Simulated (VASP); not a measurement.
# Bi (C2/m) in VASP: a series of runs

Runs on Bi. Level: PBE. Tasks: single point.

Program: VASP 6.6.1. These are calculated values, not measurements. Logs are shortened: lines on timing, memory, paths and dates and some standing lists are left out, and cuts for length are marked.

## 1. The crystal as given

It takes space group C2/m (No. 12, monoclinic). Conventional cell: a = 6.977 Å, b = 6.265 Å, c = 3.359 Å, α = 90.00°, β = 112.04°, γ = 90.00°. Bi (site symmetry m) is surrounded by 6 Bi at 3.21 to 3.45 Å.

This isn't the form of Bi at room conditions, which is rhombohedral.

## 2. Single point, PBE

The input, INCAR:

```
SYSTEM = Bi
ADDGRID = .False.
ALGO = Normal
EDIFF = 1E-6
ENCUT = 340
GGA = PE
ISIF = 2
ISMEAR = 1
LASPH = .True.
LCHARG = .False.
LREAL = .False.
LWAVE = .False.
NBANDS = 22
NELM = 100
PREC = Accurate
SIGMA = 0.15
```

The input, KPOINTS:

```
k-points
0
Gamma
  7 7 11
  0 0 0
```

The input, POSCAR:

```
Bi
1.0
    3.4885980000     -3.1325780000      0.0000000000
    3.4885980000      3.1325780000      0.0000000000
   -1.2602350000      0.0000000000      3.1135500000
Bi
2
Direct
    0.7530610000      0.7530610000      0.8573820000
    0.2469390000      0.2469390000      0.1426180000
```

Potentials or basis: VASP PAW PBE potentials, release 64 (Bi_d).

Started as:

```console
$ cat potpaw_PBE.64/Bi_d/POTCAR > POTCAR
$ mpirun -np 1 vasp_std > vasp.out
```

OUTCAR:

```text
SYSTEM = Bi
   EDIFF = 1E-6
   ENCUT = 340
   GGA = PE
   ISIF = 2
   ISMEAR = 1
   LASPH = .True.
   LREAL = .False.
   NELM = 100
   PREC = Accurate

 Found    156 irreducible k-points:

 Following reciprocal coordinates:
            Coordinates               Weight
  0.000000  0.000000  0.000000      1.000000
  0.142857  0.000000  0.000000      4.000000
  0.285714  0.000000  0.000000      4.000000
  0.428571 -0.000000  0.000000      4.000000
  0.142857  0.142857  0.000000      2.000000
  0.285714  0.142857  0.000000      4.000000
   k-points           NKPTS =    156   k-points in BZ     NKDIM =    156   number of bands    NBANDS=     22
   number of dos      NEDOS =    301   number of ions     NIONS =      2
   total plane-waves  NPLWV =  15680
   dimension x,y,z NGX =    28 NGY =   28 NGZ =   20
   dimension x,y,z NGXF=    56 NGYF=   56 NGZF=   40
   ions per type =               2
   NGX,Y,Z   is equivalent  to a cutoff of   9.93,  9.93,  9.90 a.u.
   NGXF,Y,Z  is equivalent  to a cutoff of  19.86, 19.86, 19.80 a.u.
 SYSTEM =  Bi
   PREC   = accura    normal or accurate (medium, high low for compatibility)
   ISTART =      0    job   : 0-new  1-cont  2-samecut
   ICHARG =      2    charge: 1-file 2-atom 10-const
   ISPIN  =      1    spin polarized calculation?
   LNONCOLLINEAR =      F non collinear calculations
   LSORBIT =      F    spin-orbit coupling
   LASPH  =      T    aspherical Exc in radial PAW
   ENCUT  =  340.0 eV  24.99 Ry    5.00 a.u.   7.05  7.05  5.05*2*pi/ulx,y,z
   NELM   =    100;   NELMIN=  2; NELMDL= -5     # of ELM steps
   EDIFF  = 0.1E-05   stopping-criterion for ELM
   LREAL  =      F    real-space projection
   EDIFFG = 0.1E-04   stopping-criterion for IOM
   NSW    =      0    number of steps for IOM
   IBRION =     -1    ionic relax: 0-MD 1-quasi-New 2-CG
   NFREE  =      0    steps in history (QN), initial steepest desc. (CG)
   ISIF   =      2    stress and relaxation
   ISYM   =      2    0-nonsym 1-usesym 2-fastsym
   POTIM  = 0.5000    time-step for ionic-motion
   TEBEG  =    0.0;   TEEND  =   0.0 temperature during run
   PSTRESS=    0.0 pullay stress
   NELECT =      30.0000    total number of electrons
   NUPDOWN=      -1.0000    fix difference up-down
   EMIN   =  10.00;   EMAX   =-10.00  energy-range for DOS
   EFERMI =   0.00;   METHOD = LEGACY
   ISMEAR =     1;   SIGMA  =   0.15  broadening in eV -4-tet -1-fermi 0-gaus
   EFERMI_NEDOS =   21; number of points for ismear=-14 and -15
   IALGO  =     38    algorithm
   IMIX   =      4    mixing-type and parameters
     AMIX     =   0.40;   BMIX     =  1.00
     AMIX_MAG =   1.60;   BMIX_MAG =  1.00
  volume/ion in A,a.u.               =      34.03       229.62
  Fermi-wavevector in a.u.,A,eV,Ry     =   1.245955  2.354514 21.121737  1.552404
  Thomas-Fermi vector in A             =   2.380154
   LORBIT       =      0    0 simple, 1 ext, 2 COOP (PROOUT), +10 PAW based schemes
   GGA     = PE    functional components
   LHFCALC =     F    Hartree Fock is set to
   AEXX    =    0.0000 exact exchange contribution
   IVDW    =     0    specifies the selected vdW correction
   LEPSILON=     F    determine dielectric tensor
   LRPA    =     F    only Hartree local field effects (RPA)
 non-spin polarized calculation
 Methfessel and Paxton  Order N= 1 SIGMA  =   0.15
  energy-cutoff  :      340.00
  volume of cell :       68.05
 maximum number of plane-waves:       989
   NGX = 15   NGY = 15   NGZ = 11

 number of electron      29.9999997 magnetization

 Free energy of the ion-electron system (eV)
  ---------------------------------------------------
  ext. energy  EPLUGINS =         0.00000000
  ---------------------------------------------------
  free energy    TOTEN  =        -7.68130913 eV

  energy without entropy =       -7.68111467  energy(sigma->0) =       -7.68124431

 E-fermi :   6.6425     XC(G=0):  -9.7829

 val. band max:        6.6347131164   @ k =  -0.2857  -0.2857   0.2727
 cond. band min:       6.6609234176   @ k =   0.4286  -0.0000   0.0000
 fundamental gap:      0.0262103012
 Fermi energy:         6.6425054484

 k-point     1 :       0.0000    0.0000    0.0000
  band No.  band energies     occupation
      1     -16.1958      2.00000
      2     -16.1630      2.00000
      3     -16.1198      2.00000
      4     -16.0979      2.00000
      5     -16.0121      2.00000
      6     -15.9941      2.00000
[... 14 lines left out ...]
     21      14.9940      0.00000
     22      15.4876      0.00000

 k-point     2 :       0.1429    0.0000    0.0000
  band No.  band energies     occupation
      1     -16.1849      2.00000
      2     -16.1644      2.00000
      3     -16.1234      2.00000
      4     -16.0898      2.00000
      5     -16.0103      2.00000
      6     -15.9970      2.00000
[... 14 lines left out ...]
     21      15.1471      0.00000
     22      15.9489      0.00000

 k-point     3 :       0.2857    0.0000    0.0000
  band No.  band energies     occupation
      1     -16.1699      2.00000
      2     -16.1544      2.00000
      3     -16.1265      2.00000
      4     -16.0668      2.00000
      5     -16.0165      2.00000
      6     -15.9956      2.00000
[... 14 lines left out ...]
     21      15.7767      0.00000
     22      16.7898      0.00000

 k-point     4 :       0.4286   -0.0000    0.0000
  band No.  band energies     occupation
      1     -16.1712      2.00000
      2     -16.1461      2.00000
      3     -16.1009      2.00000
      4     -16.0400      2.00000
      5     -16.0355      2.00000
      6     -15.9958      2.00000
[... 14 lines left out ...]
     21      15.8285      0.00000
     22      16.4950      0.00000

 k-point     5 :       0.1429    0.1429    0.0000
  band No.  band energies     occupation
      1     -16.1751      2.00000
      2     -16.1652      2.00000
      3     -16.1177      2.00000
      4     -16.0826      2.00000
      5     -16.0115      2.00000
      6     -16.0025      2.00000
[... 14 lines left out ...]
     21      15.4184      0.00000
     22      16.5044      0.00000

 k-point     6 :       0.2857    0.1429    0.0000
  band No.  band energies     occupation
      1     -16.1672      2.00000
      2     -16.1575      2.00000
      3     -16.1079      2.00000
      4     -16.0621      2.00000
      5     -16.0186      2.00000
      6     -15.9992      2.00000
[... 14 lines left out ...]
     21      15.9745      0.00000
     22      16.5051      0.00000

 [... further k-points ...]
[... 5 lines left out ...]
  --------------------------------------------------------------------------------------
  -------------------------------------------------------------------------------------
  Total       -0.3405025     -0.3588226     -0.1433085      0.0000000      0.0000000     -0.1512723
  in kB       -8.0166361     -8.4479578     -3.3739910      0.0000000      0.0000000     -3.5614877
  external PRESSURE =      -6.6128616 kB  Pullay stress =       0.0000000 kB

 VOLUME and BASIS-vectors are now :
 -----------------------------------------------------------------------------
  energy-cutoff  :      340.00
  volume of cell :       68.05
      direct lattice vectors                 reciprocal lattice vectors
     3.488598000 -3.132578000  0.000000000     0.143324052 -0.159612945  0.058011590
     3.488598000  3.132578000  0.000000000     0.143324052  0.159612945  0.058011590
    -1.260235000  0.000000000  3.113550000     0.000000000  0.000000000  0.321176792

 POSITION                                       TOTAL-FORCE (eV/Angst)
 -----------------------------------------------------------------------------------
      4.17375      0.00000      2.66950         0.006037      0.000000      0.011159
      1.54321      0.00000      0.44405        -0.006037      0.000000     -0.011159
 -----------------------------------------------------------------------------------
    total drift:                                0.000000      0.000000      0.000000

  FREE ENERGIE OF THE ION-ELECTRON SYSTEM (eV)
  ---------------------------------------------------
  free  energy   TOTEN  =        -7.6813091331 eV

  energy  without entropy=       -7.6811146704  energy(sigma->0) =       -7.68124431
```

Run time: 38 s. Hardware: 1 thread of Intel Xeon 6975P-C (Granite Rapids), shared host; peak memory 0.21 GiB.

These settings aren't checked as converged: the numbers below hold their error.

Results:

```
Free energy            : -7.6813 eV
Pressure               : -0.7 GPa
Largest force          : 0.013 eV/Å
Band gap on the k mesh : none (metal or under the smearing width)
```

Caveat: spin-orbit coupling is left out, which moves the levels of the heavy elements.

## 3. Single point, PBE

Changes to INCAR since step 2:

```diff
@@ -4,3 +4,3 @@
 EDIFF = 1E-6
-ENCUT = 340
+ENCUT = 400
 GGA = PE
```

KPOINTS is that of step 2.

POSCAR is that of step 2.

Potentials or basis: VASP PAW PBE potentials, release 64 (Bi_d).

Started as:

```console
$ cat potpaw_PBE.64/Bi_d/POTCAR > POTCAR
$ mpirun -np 1 vasp_std > vasp.out
```

Run time: 43 s. Hardware: 1 thread of Intel Xeon 6975P-C (Granite Rapids), shared host; peak memory 0.24 GiB.

The run converged, but some of its settings lie outside the range that counts as converged, so its numbers aren't taken as properties of the crystal.

What came out:

```yaml
Free_energy: -7.6852 eV
Pressure: -0.1 GPa
Largest_force: 0.012 eV/Å
Band_gap_on_the_k_mesh: none (metal or under the smearing width)
```

Caveat: spin-orbit coupling is left out, which moves the levels of the heavy elements.

## 4. Single point, PBE

Changes to INCAR since step 3:

```diff
@@ -4,3 +4,3 @@
 EDIFF = 1E-6
-ENCUT = 400
+ENCUT = 460
 GGA = PE
```

KPOINTS is that of step 3.

POSCAR is that of step 3.

Started as:

```console
$ cat potpaw_PBE.64/Bi_d/POTCAR > POTCAR
$ mpirun -np 1 vasp_std > vasp.out
```

Run time: 64 s. Hardware: 1 thread of Intel Xeon 6975P-C (Granite Rapids), shared host; peak memory 0.28 GiB.

The run converged, but some of its settings lie outside the range that counts as converged, so its numbers aren't taken as properties of the crystal.

Results:

| Quantity | Value |
| --- | --- |
| Free energy | -7.6859 eV |
| Pressure | 0.0 GPa |
| Largest force | 0.012 eV/Å |
| Band gap on the k mesh | none (metal or under the smearing width) |

Caveat: spin-orbit coupling is left out, which moves the levels of the heavy elements.

## 5. Single point, PBE

Changes to INCAR since step 4:

```diff
@@ -4,3 +4,3 @@
 EDIFF = 1E-6
-ENCUT = 460
+ENCUT = 340
 GGA = PE
```

The input, KPOINTS:

```
k-points
0
Gamma
  9 9 12
  0 0 0
```

POSCAR is that of step 4.

Potentials or basis: VASP PAW PBE potentials, release 64 (Bi_d).

Started as:

```console
$ cat potpaw_PBE.64/Bi_d/POTCAR > POTCAR
$ mpirun -np 1 vasp_std > vasp.out
```

OUTCAR:

```text
SYSTEM = Bi
   EDIFF = 1E-6
   ENCUT = 340
   GGA = PE
   ISIF = 2
   ISMEAR = 1
   LASPH = .True.
   LREAL = .False.
   NELM = 100
   PREC = Accurate

 Found    275 irreducible k-points:

 Following reciprocal coordinates:
            Coordinates               Weight
  0.000000  0.000000  0.000000      1.000000
  0.111111  0.000000  0.000000      4.000000
  0.222222 -0.000000  0.000000      4.000000
  0.333333  0.000000  0.000000      4.000000
  0.444444 -0.000000  0.000000      4.000000
  0.111111  0.111111  0.000000      2.000000
[... 81 lines left out ...]
      6     -15.9906      2.00000
[... 139 lines left out ...]
     21      15.3495      0.00000
     22      16.1222      0.00000

 [... further k-points ...]
[... 5 lines left out ...]
  --------------------------------------------------------------------------------------
  -------------------------------------------------------------------------------------
  Total       -0.2594428     -0.3205901     -0.1250885      0.0000000      0.0000000     -0.0832775
  in kB       -6.1082048     -7.5478286     -2.9450264      0.0000000      0.0000000     -1.9606477
  external PRESSURE =      -5.5336866 kB  Pullay stress =       0.0000000 kB

 VOLUME and BASIS-vectors are now :
 -----------------------------------------------------------------------------
  energy-cutoff  :      340.00
  volume of cell :       68.05
      direct lattice vectors                 reciprocal lattice vectors
     3.488598000 -3.132578000  0.000000000     0.143324052 -0.159612945  0.058011590
     3.488598000  3.132578000  0.000000000     0.143324052  0.159612945  0.058011590
    -1.260235000  0.000000000  3.113550000     0.000000000  0.000000000  0.321176792

 POSITION                                       TOTAL-FORCE (eV/Angst)
 -----------------------------------------------------------------------------------
      4.17375      0.00000      2.66950         0.019053      0.000000      0.017408
      1.54321      0.00000      0.44405        -0.019053      0.000000     -0.017408
 -----------------------------------------------------------------------------------
    total drift:                                0.000000      0.000000      0.000000

  FREE ENERGIE OF THE ION-ELECTRON SYSTEM (eV)
  ---------------------------------------------------
  free  energy   TOTEN  =        -7.6730803508 eV

  energy  without entropy=       -7.6724402908  energy(sigma->0) =       -7.67286700
```

OSZICAR:

```text
N       E                     dE             d eps       ncg     rms          rms(c)
DAV:   1     0.269282125284E+03    0.26928E+03   -0.13055E+04 12140   0.127E+03
DAV:   2     0.138484146312E+02   -0.25543E+03   -0.24923E+03 12628   0.374E+02
DAV:   3    -0.702694878966E+01   -0.20875E+02   -0.20691E+02 14626   0.127E+02
DAV:   4    -0.765407967084E+01   -0.62713E+00   -0.62681E+00 15332   0.244E+01
DAV:   5    -0.767371194480E+01   -0.19632E-01   -0.19632E-01 17428   0.364E+00    0.760E-01
DAV:   6    -0.767188904547E+01    0.18229E-02   -0.13627E-02 15460   0.134E+00    0.466E-01
DAV:   7    -0.767292267044E+01   -0.10336E-02   -0.86557E-03 15206   0.103E+00    0.107E-01
DAV:   8    -0.767307375990E+01   -0.15109E-03   -0.81279E-04 14278   0.334E-01    0.167E-02
DAV:   9    -0.767308318892E+01   -0.94290E-05   -0.36950E-05 18160   0.590E-02    0.697E-03
DAV:  10    -0.767308025857E+01    0.29304E-05   -0.32146E-06 12334   0.218E-02    0.104E-03
DAV:  11    -0.767308035081E+01   -0.92244E-07   -0.32138E-07  8294   0.673E-03
   1 F= -.76730804E+01 E0= -.76728670E+01  d E =-.640060E-03
```

It took 58 s on 1 thread of Intel Xeon 6975P-C (Granite Rapids), shared host; peak memory 0.27 GiB.

These settings aren't checked as converged: the numbers below hold their error.

Results:

- Free energy: -7.6731 eV
- Pressure: -0.6 GPa
- Largest force: 0.026 eV/Å
- Band gap on the k mesh: none (metal or under the smearing width)

Caveat: spin-orbit coupling is left out, which moves the levels of the heavy elements.
